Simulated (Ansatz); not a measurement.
Space group R-3m:H (No. 166). a = 3.903 Å, b = 3.903 Å, c = 57.664 Å, α = 90.00°, β = 90.00°, γ = 120.00°
```csv
atom,site,symmetry,x,y,z
Ca,3b,-3m,0.6667,0.3333,0.8333
Ca,3a,-3m,0.0000,0.0000,0.0000
Ca,6c,3m,0.3333,0.6667,0.7779
Ca,6c,3m,0.3333,0.6667,0.9444
```

Equation of state of this Ca structure (not necessarily the ground state), with shape and atoms relaxed at each volume where symmetry leaves them free. It has no gap at any of these volumes. Computed with Ansatz 0.2.0, DFT PBE, scalar-relativistic, plane waves, PAW.

Plane waves to 420 eV, a k mesh through Γ of 12×12×12 on the computed 6-atom cell and Gaussian smearing (0.10 eV); no spin polarisation.

| V (Å³/atom) | E − E(largest V) (meV/atom) | P (GPa) |
| --- | --- | --- |
| 37.192 | 19.11 | 2.70 |
| 38.460 | 1.15 | 1.89 |
| 39.728 | -10.88 | 1.18 |
| 40.996 | -17.65 | 0.55 |
| 42.263 | -19.79 | 0.00 |
| 43.531 | -17.83 | -0.49 |
| 44.799 | -12.28 | -0.91 |
| 46.490 | 0.00 | -1.40 |

Question: Fit a third-order Birch–Murnaghan equation, E = E0 + (9V0B0/16)·[(x − 1)³B0' + (x − 1)²(6 − 4x)] with x = (V0/V)^(2/3), to E(V).

Answer: V0 = 42.27 Å³/atom, B0 = 17 GPa, B0' = 3.2.

The cell was found from a structure generator's guess, not taken from experiment.
